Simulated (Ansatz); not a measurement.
**PbO2: the cell at several levels of theory**

The task here is to estimate one member of a computed series from the others.

The runs shown are made with Ansatz 0.2.0. PAW datasets, plane waves, zero pressure. (Calculated; spin-unpolarised; the phase may be known or hypothetical.)

## The structure to begin with

This is the cell as the run starts from it, not yet at rest; its lengths are not the crystal's.

The symmetry is I4_1/amd (No. 141, tetragonal); conventional cell a = 4.193 Å, c = 10.525 Å, 15.42 Å³ an atom. Pb has 6 O at 2.14–2.19 Å; O has 3 Pb at 2.14–2.19 Å.

The structure in full:

Space group I4_1/amd:1 (No. 141). a = 4.193 Å, b = 4.193 Å, c = 10.525 Å, α = 90.00°, β = 90.00°, γ = 90.00°
```tsv
atom	site	symmetry	x	y	z
Pb	4a	-4m2	0.0000	0.5000	0.2500
O	8e	2mm.	0.0000	0.5000	0.0420
```

Set-up of the first run:

Contents of input.yaml:

```yaml
crystal:
  lattice:
    - [-2.09666179, 2.09666179, 5.2626210929]
    - [2.09666179, -2.09666179, 5.2626210929]
    - [2.09666179, 2.09666179, -5.2626210929]
  atoms:
    - { symbol: Pb, position: [0.75, 0.25, 0.5] }
    - { symbol: Pb, position: [0.0, 0.0, 0.0] }
    - { symbol: O, position: [0.542, 0.042, 0.5] }
    - { symbol: O, position: [0.792, 0.792, 0.0] }
    - { symbol: O, position: [0.208, 0.208, 0.0] }
    - { symbol: O, position: [0.958, 0.458, 0.5] }
kpoints:
  mp_grid: { grid: [8, 8, 8] }
hamiltonian:
  xc: pbe
scf:
  occupations: { method: fermi_dirac, width: 0.02 }
relax:
  f_tol: 0.005
  cell: {}
```

Launch:

```console
ansatz run input.yaml --threads 2 --pin off --max-ram 29491MiB --backend cpu --events-out ev --progress --plain --runs-dir out
```

Steps of the session up to this table: Relaxation with PBE; Relaxation with r2SCAN; PBEsol: cell and atoms; LDA: cell and atoms.

One of the session's tables, all rows but one given; the rest of the session is left out.

| level | a (Å) | c (Å) | volume (Å³/atom) |
| --- | --- | --- | --- |
| PBE | 4.300 | 10.906 | 16.804 |
| r2SCAN | 4.228 | 10.741 | 16.004 |
| PBEsol | ? | ? | ? |
| LDA | 4.183 | 10.738 | 15.660 |

Estimate the missing values for PBEsol.

The run gave: a (Å): 4.239; c (Å): 10.779; volume (Å³/atom): 16.144. In the column «a (Å)» it lies between r2SCAN (4.228) and PBE (4.300).

The volume runs from LDA (least) to PBE (most), a spread of 7.3 %, or 2.4 % in length if all axes shared it alike.
